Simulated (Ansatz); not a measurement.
# GdN (rocksalt): equation of state

One table from this session's results is given with a row withheld; the runs are named, their logs left out.

Program: Ansatz 0.2.0. Level of theory: DFT PBE+U (U_eff = 6 eV on Gd 4f), scalar-relativistic, plane waves, PAW. These are calculated values, not measurements.

1 further run of the same task is left out (it didn't finish).

**Starting point**

The structure is cubic, space group Fm-3m (No. 225). The conventional cell has a = 5.002 Å, b = 5.002 Å, c = 5.002 Å, α = 90.00°, β = 90.00°, γ = 90.00°. Around Gd (site symmetry m-3m) lie 6 N at 2.50 Å. Around N (site symmetry m-3m) lie 6 Gd at 2.50 Å.

Coordinates:

```
CELL_PARAMETERS angstrom
0.00000 2.50112 2.50112
2.50112 0.00000 2.50112
2.50112 2.50112 0.00000
ATOMIC_POSITIONS crystal
Gd 0.50000 0.50000 0.50000
N 0.00000 0.00000 0.00000
```

An earlier run at PBE+U (U_eff = 6 eV on Gd 4f) left this cell at 15.646 Å³/atom and -0.02 GPa (10×10×10 mesh).

Volume factors to run: 0.980, 1.020, 0.960, 1.040, 1.070, 1.100, 0.945.

Set-up of the first run:

Input file input.yaml:

```yaml
crystal:
  lattice:
    - [0.0, 2.4843302604, 2.4843302604]
    - [2.4843302604, 0.0, 2.4843302604]
    - [2.4843302604, 2.4843302604, 0.0]
  atoms:
    - { symbol: Gd, position: [0.5, 0.5, 0.5], spin: 7.63 }
    - { symbol: "N", position: [0.0, 0.0, 0.0] }
basis:
  ecutwfc: 420
  ecutrho_ratio: 4
kpoints:
  mp_grid: { grid: [10, 10, 10] }
hamiltonian:
  xc: pbe
  hubbard:
    sites:
      - { species: Gd, l: f, u_eff: 6.0, starting_ns: start.occupation_matrices }
    ns_hold: { iters: 6 }
scf:
  occupations: { method: gaussian, width: 0.05 }
  lower_state_search: "off"
output:
  forces: true
  stress: true
  eigenvalues: true
  populations: true
  hubbard: { sites: [{ species: Gd, l: f }] }
magnetization:
  spin_polarized: true
```

start.occupation_matrices holds the open shells' occupation matrices from the neighbouring geometry.

Run with:

```sh
ansatz run input.yaml --threads 2 --pin off --max-ram 2662MiB --backend cpu --events-out ev --progress --plain --runs-dir out
```

Among the steps run: Volume × 0.980; Volume × 1.020; Scaling the volume by 0.960; Scaling the volume by 1.040; At 1.070 of the relaxed volume; Volume × 1.100; At 0.945 of the relaxed volume.

One table of the session follows, with a row left open; its other results are not shown here.

It belongs to the step «The fit». 

```
volume (Å³/atom)  energy (meV/atom)  pressure (GPa)  moment of atom 1 (μB)
          14.785              24.27            9.50                   6.92
          15.020              12.48            6.63                   6.92
          15.333               2.99            3.13                   6.93
          15.646               0.00           -0.02                   6.94
          15.959               2.88           -2.86                   6.94
          16.272              10.99           -5.41                   6.95
          16.741                  ?               ?                      ?
          17.211              61.92          -11.63                   6.96
```

**Question.** Estimate the row for volume (Å³/atom) = 16.741.

Worked estimate for «energy (meV/atom)». A straight line through the neighbours (16.272, 10.99) and (17.211, 61.92) gives 10.99 + (61.92 − 10.99) × (16.741 − 16.272) / (17.211 − 16.272) = 36.43; a parabola fitted to 3 rows on both sides gives 31.44.

As computed: energy (meV/atom): 31.90; pressure (GPa): -8.77; moment of atom 1 (μB): 6.96. In «energy (meV/atom)» the line misses by +4.53 and the parabola by -0.46.

To keep in mind: Warnings in the runs' records: filled band counts differ across k points, stability check not made.
